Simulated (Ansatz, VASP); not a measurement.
Given: the input of a run of VASP 6.6.1 on Pb.

Contents of INCAR:

```
PREC = Accurate ; ENCUT = 600
EDIFF = 1E-6 ; ISMEAR = -1
SIGMA = 0.05 ; LREAL = F
LASPH = T ; NELM = 60
ALGO = Normal ; ISIF = 3
LWAVE = F ; LCHARG = F
GGA = PE ; IVDW = 13
IBRION = 2 ; NSW = 60
EDIFFG = -0.01
```

KPOINTS

```
Automatic mesh
0
Gamma
  9 9 9
```

POSCAR

```
Pb
1.0
    0.0000000000      2.4750200000      2.4750200000
    2.4750200000      0.0000000000      2.4750200000
    2.4750200000      2.4750200000      0.0000000000
Pb
1
Direct
    0.0000000000      0.0000000000      0.0000000000
```

Potentials or basis: VASP PAW PBE potentials, release 64 (Pb_d).

Command:

```console
$ cat potpaw_PBE.64/Pb_d/POTCAR > POTCAR
$ mpirun -np 1 vasp_std > vasp.out
```

Problem. Set up the same calculation for Ansatz 0.2.0. Potentials there: Ansatz PAW.

Solution. As run (the cutoff follows the program's own potentials):

The input input.yaml:

```yaml
crystal:
  lattice:
    - [0.0, 2.47502, 2.47502]
    - [2.47502, 0.0, 2.47502]
    - [2.47502, 2.47502, 0.0]
  atoms:
    - { symbol: Pb, position: [0.0, 0.0, 0.0] }
hamiltonian:
  xc: pbe
  pseudopotentials: { kind: paw }
  dispersion: d4
kpoints:
  mp_grid: { grid: [9, 9, 9] }
scf:
  occupations: { method: fermi_dirac, width: 0.05 }
output:
  forces: true
  stress: true
relax:
  f_tol: 0.01
  max_steps: 40
  cell: { stress_tol: 0.05 }
```

Potentials or basis: Ansatz PAW.

The run is started by

```bash
$ ansatz run input.yaml --threads 2 --pin off --max-ram 5632MiB --backend cpu --events-out ev --progress --plain --runs-dir out
```

Both were run:

|  | VASP | Ansatz | Ansatz less VASP |
| --- | --- | --- | --- |
| relaxed volume (Å³/atom) | 30.39 | 30.38 | -0.003 |
| relaxed cell length with the largest relative difference (Å) | 3.503 | 3.503 | -0.0001 |

Caveats: pairwise dispersion overbinds metals, which lowers pressure and volume (VASP). The runs have no spin-orbit coupling, so splittings on Pb are missing.
